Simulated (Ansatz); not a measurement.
## ZrB2: equation of state with PBE+D3(BJ)

The system is ZrB2.

```
CELL_PARAMETERS angstrom
3.17000 0.00000 0.00000
-1.58500 2.74530 0.00000
0.00000 0.00000 3.53300
ATOMIC_POSITIONS crystal
Zr 0.00000 0.00000 0.00000
B 0.66667 0.33333 0.50000
B 0.33333 0.66667 0.50000
```

| Quantity | Value |
| --- | --- |
| Program | Ansatz 0.2.0 |
| Task | equation of state |
| Functional | PBE |
| Dispersion | D3(BJ) |
| Potentials or basis | Ansatz PAW |
| Cutoff | 420 eV |
| Density cutoff | 1680 eV |
| k mesh | 10 × 10 × 8 |
| Occupations | fermi-dirac, width 0.05 eV |
| Spin | no spin polarisation |

| Property | Result |
| --- | --- |
| Equilibrium volume | 10.02 Å³/atom |
| Bulk modulus at fixed shape and positions | 251 GPa |
| Pressure derivative of the bulk modulus | 3.9 |

Energy against volume, from the lowest point:
```
volume (Å³/atom)  energy (meV/atom)
           9.634              12.33
           9.839               2.57
          10.044               0.00
          10.249               3.94
          10.454              13.72
          10.659              28.83
          10.864              48.75
```

All runs of the series together: 7 s on 2 threads of Arm Neoverse V1, on a shared host.

Caveat: the cell was scaled at fixed shape and fractional positions, which overstates the stiffness of a crystal with free parameters, most of all of layers and chains.
